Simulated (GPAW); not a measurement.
Consider BP (monolayer).

```xyz
14
Lattice="-8.0250 2.7799 0.0000 1.6050 -8.3398 0.0000 0.0000 0.0000 10.4000" Properties=species:S:1:pos:R:3
B     0.0000    0.0000    5.2000
B    -3.2100    0.0000    5.2000
B    -6.4200    0.0000    5.2000
B    -1.6050   -2.7799    5.2000
B    -4.8150   -2.7799    5.2000
B     0.0000   -5.5599    5.2000
B    -3.2100   -5.5599    5.2000
P    -4.8150   -4.6332    5.2000
P     0.0000   -7.4132    5.2000
P    -4.8150    0.9266    5.2000
P     0.0000   -1.8533    5.2000
P    -3.2100   -1.8533    5.2000
P    -6.4200   -1.8533    5.2000
P    -1.6050   -4.6332    5.2000
```

Absorber: atom 1, with 3 P at 1.85 Å (trigonal planar). Method: GPAW, PBE, excited-electron core hole (neutral cell), 14-atom cell with 8.5 Å between holes, 3×3×1 k points, dipole transitions, Gaussian full width 0.9 eV up to 4 eV, rising linearly to 3.5 eV at 25 eV.

**Question.** What does the B K edge look like?

Main maxima up to 21 eV above the zero (height): 0.5 eV (1.45), 3.2 eV (2.15), 4.6 eV (1.27), 6.6 eV (1.25), 10.7 eV (1.18) and 17.0 eV (0.97). A K edge sees empty p states; at this planar three-fold site the curve for the electric vector normal to the plane peaks at 0.5 eV, where it is mainly π* that absorbs: that direction carries over 70 % of the weight there. The total-energy difference is 193.88 eV. One term is added: -5.59 eV, since the hole is spin-paired here and a spin-polarised one costs that much less in the free atom (computed apart). The photon energy is then 188.29 eV. The functional leaves an error of a few eV in such absolute values.

The B K spectrum (energy from the bottom of the conduction band, which holds the excited electron; intensity scaled to a mean of 1 over the first 20 eV):

| E (eV) | isotropic | ε ∥ x | ε ∥ z |
| --- | --- | --- | --- |
| -2.0 | 0.00 | 0.00 | 0.00 |
| -1.5 | 0.00 | 0.00 | 0.00 |
| -1.0 | 0.01 | 0.00 | 0.04 |
| -0.5 | 0.20 | 0.00 | 0.60 |
| 0.0 | 0.90 | 0.00 | 2.69 |
| 0.5 | 1.45 | 0.00 | 4.36 |
| 1.0 | 1.03 | 0.00 | 3.08 |
| 1.5 | 0.60 | 0.04 | 1.72 |
| 2.0 | 0.43 | 0.40 | 0.49 |
| 2.5 | 1.22 | 1.28 | 1.09 |
| 3.0 | 2.05 | 2.38 | 1.38 |
| 3.5 | 1.93 | 2.68 | 0.43 |
| 4.0 | 1.18 | 1.42 | 0.70 |
| 4.5 | 1.26 | 1.02 | 1.75 |
| 5.0 | 1.08 | 1.05 | 1.13 |
| 5.5 | 1.03 | 1.34 | 0.42 |
| 6.0 | 1.17 | 1.40 | 0.71 |
| 6.5 | 1.24 | 1.23 | 1.26 |
| 7.0 | 1.18 | 1.17 | 1.20 |
| 7.5 | 1.04 | 1.19 | 0.73 |
| 8.0 | 0.97 | 1.20 | 0.50 |
| 8.5 | 0.99 | 1.26 | 0.44 |
| 9.0 | 0.98 | 1.26 | 0.42 |
| 9.5 | 0.96 | 1.19 | 0.52 |
| 10.0 | 1.06 | 1.20 | 0.76 |
| 10.5 | 1.17 | 1.25 | 1.00 |
| 11.0 | 1.16 | 1.20 | 1.09 |
| 11.5 | 1.07 | 1.07 | 1.08 |
| 12.0 | 1.01 | 0.94 | 1.14 |
| 12.5 | 0.97 | 0.83 | 1.26 |
| 13.0 | 0.90 | 0.72 | 1.26 |
| 13.5 | 0.79 | 0.63 | 1.11 |
| 14.0 | 0.68 | 0.57 | 0.90 |
| 14.5 | 0.63 | 0.57 | 0.74 |
| 15.0 | 0.66 | 0.65 | 0.66 |
| 15.5 | 0.73 | 0.79 | 0.62 |
| 16.0 | 0.84 | 0.95 | 0.60 |
| 16.5 | 0.93 | 1.10 | 0.58 |
| 17.0 | 0.97 | 1.18 | 0.56 |
| 17.5 | 0.94 | 1.14 | 0.55 |
| 18.0 | 0.85 | 0.99 | 0.56 |
| 18.5 | 0.74 | 0.81 | 0.61 |
| 19.0 | 0.65 | 0.65 | 0.66 |
| 19.5 | 0.60 | 0.55 | 0.70 |
| 20.0 | 0.59 | 0.52 | 0.73 |
| 20.5 | 0.61 | 0.54 | 0.73 |
| 21.0 | 0.63 | 0.59 | 0.72 |
| 21.5 | 0.67 | 0.65 | 0.69 |

Some eV above the zero the states pass the vacuum level, and features normal to the sheet may then be states of the box. The mesh is coarse (0.28 Å⁻¹ between points), so small maxima may be mesh ripples.

[Banner, clock and machine lines of the logs are left out without a mark of their own.]

[Logs are printed without paths, hosts, clocks, repeated set-up lines and the standing remarks that a program may print on its own settings, such as how far it seeks lower states.]

[Hosts, paths, dates, database ids (printed as entryN), source tags and the programs' standing remarks are cut or masked in the printed files.]

[Lists of maxima count a maximum above −3 eV only where it reaches 4 % of the highest in the window and stands out from its surroundings by 2 % of it (1.5 % where it reaches 55 %); shoulders and weaker maxima are passed over, and of the rest the first, up to two pre-edge ones and the few strongest are named.]
